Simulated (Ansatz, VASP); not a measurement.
# NbSi in VASP and in Ansatz

File INCAR:

```
SYSTEM = NbSi
PREC = Accurate ; ENCUT = 520
EDIFF = 1E-6 ; ISMEAR = -1
SIGMA = 0.03 ; LREAL = .FALSE.
LASPH = .TRUE. ; NELM = 60
ALGO = Normal ; ISIF = 2
LWAVE = .FALSE. ; LCHARG = .FALSE.
GGA = PE ; NBANDS = 16
```

The input KPOINTS:

```
regular mesh
0
G
  5 5 5
  0 0 0
```

File POSCAR:

```
NbSi
1.0
    3.1564400000      0.0000000000      0.0000000000
    0.0000000000      3.1564400000      0.0000000000
    0.0000000000      0.0000000000      3.1564400000
Nb Si
1 1
Direct
    0.0000000000      0.0000000000      0.0000000000
    0.5000000000      0.5000000000      0.5000000000
```

input.yaml

```yaml
crystal:
  lattice:
    - [3.15644, 0.0, 0.0]
    - [0.0, 3.15644, 0.0]
    - [0.0, 0.0, 3.15644]
  atoms:
    - { symbol: Nb, position: [0.0, 0.0, 0.0] }
    - { symbol: Si, position: [0.5, 0.5, 0.5] }
kpoints:
  mp_grid: { grid: [5, 5, 5] }
scf:
  occupations: { method: fermi_dirac, width: 0.03 }
hamiltonian:
  xc: pbe
  pseudopotentials: { kind: all_electron, lapw: { basis_error: 0.002 } }
output:
  forces: true
  stress: true
  eigenvalues: true
```

The cell was built by a generator and needn't be a form met in nature.

Alike in both runs: task single point; functional PBE; k mesh 5 × 5 × 5; occupations fermi-dirac, width 0.03 eV; no spin polarisation.

|  | VASP | Ansatz |
| --- | --- | --- |
| version | VASP 6.6.1 | Ansatz 0.2.0 |
| potentials or method | VASP PAW PBE potentials, release 64 (Nb_sv, Si) | all-electron LAPW, scalar-relativistic |
| plane-wave cutoff (eV) | 520 | see its input |

|  | VASP | Ansatz | Ansatz less VASP |
| --- | --- | --- | --- |
| gap on the k mesh at the Fermi level (eV) | none | none | - |
| pressure (GPa) | -1.1 | -0.9 | +0.19 |

A gap of «none» marks a metal or a gap that the smearing closes. Ansatz ran all-electron here, so the differences hold the error of VASP's frozen core and of both bases.

Caveats: the k mesh is coarse (spacing up to 0.40 Å⁻¹), so the values aren't converged; the k mesh is thin for a metal, which can move the energy by tens of meV per atom (Ansatz).
